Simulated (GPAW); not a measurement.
Write an ASE script for GPAW 26.7.0 that does the following.

| Property | Result |
| --- | --- |
| Task | equation of state |
| Functional | revPBE |
| Dispersion | D3(BJ) |
| Potentials or basis | the program's PAW data sets (release 1.2.1) made for this functional |
| Cutoff | 600 eV |
| Basis | pw |
| k mesh | 6 × 6 × 6 |
| Occupations | fermi-dirac, width 0.05 eV |
| Spin | no spin polarisation |
| Maxiter | 150 |
| Eos scales | [0.94, 0.96, 0.98, 1.0, 1.02, 1.04, 1.06] |

The structure of GaSb lies in GaSb.cif:

```cif
data_GaSb
_cell_length_a 4.32607929
_cell_length_b 4.32607929
_cell_length_c 4.32607929
_cell_angle_alpha 60.00000000
_cell_angle_beta 60.00000000
_cell_angle_gamma 60.00000000
_space_group_name_H-M_alt 'P1'
_space_group_name_Hall 'P 1'
_space_group_IT_number 1
loop_
_space_group_symop_operation_xyz
'x,y,z'
loop_
_atom_site_label
_atom_site_type_symbol
_atom_site_symmetry_multiplicity
_atom_site_Wyckoff_symbol
_atom_site_fract_x
_atom_site_fract_y
_atom_site_fract_z
_atom_site_occupancy
Sb1 Sb 1 a 0.7500000000 0.7500000000 0.7500000000 1
Ga1 Ga 1 a 0.0000000000 0.0000000000 0.0000000000 1
```

The input as run:

run.py

```python
from ase.calculators.mixing import SumCalculator
from ase.eos import EquationOfState
from ase.io import Trajectory, read
from ase.units import GPa
from dftd3.ase import DFTD3
from gpaw import GPAW, PW

atoms = read('GaSb.cif')

traj = Trajectory('eos.traj', 'w')
volumes, energies = [], []
for x in [0.94, 0.96, 0.98, 1.0, 1.02, 1.04, 1.06]:
    a = atoms.copy()
    a.set_cell(atoms.cell * x**(1 / 3), scale_atoms=True)
    calc = GPAW(mode=PW(600),
                xc='revPBE',
                kpts={'size': (6, 6, 6), 'gamma': True},
                occupations={'name': 'fermi-dirac', 'width': 0.05},
                nbands=18,
                convergence={'density': 1e-05, 'energy': 1e-05},
                maxiter=150,
                txt=f'eos-{x:.2f}.txt')
    a.calc = SumCalculator([calc, DFTD3(method='revpbe', damping='d3bj')])
    energies.append(a.get_potential_energy())
    volumes.append(a.get_volume())
    p = -a.get_stress()[:3].mean() / GPa
    calc.write(f'eos-{x:.2f}.gpw')
    traj.write(a)
    print(f'{x:.2f} {volumes[-1]:10.4f} A^3 {energies[-1]:14.6f} eV {p:9.3f} GPa', flush=True)

v0, e0, B = EquationOfState(volumes, energies, eos='birchmurnaghan').fit()
print(f'V0 = {v0:.4f} A^3, E0 = {e0:.6f} eV, B0 = {B / GPa:.2f} GPa')
```

Potentials or basis: the program's PAW data sets (release 1.2.1) made for this functional, pw.

The run is started by

```bash
$ OMP_NUM_THREADS=1 python run.py
```

Results of the run:

The equilibrium volume is 28.44 Å³/atom and the bulk modulus is 52 GPa. The pressure derivative of the bulk modulus is 5.5 (rough: it moves with the points fitted).

It took 56 s on 1 thread of Arm Neoverse V2 (shared host), peak memory 0.27 GiB.
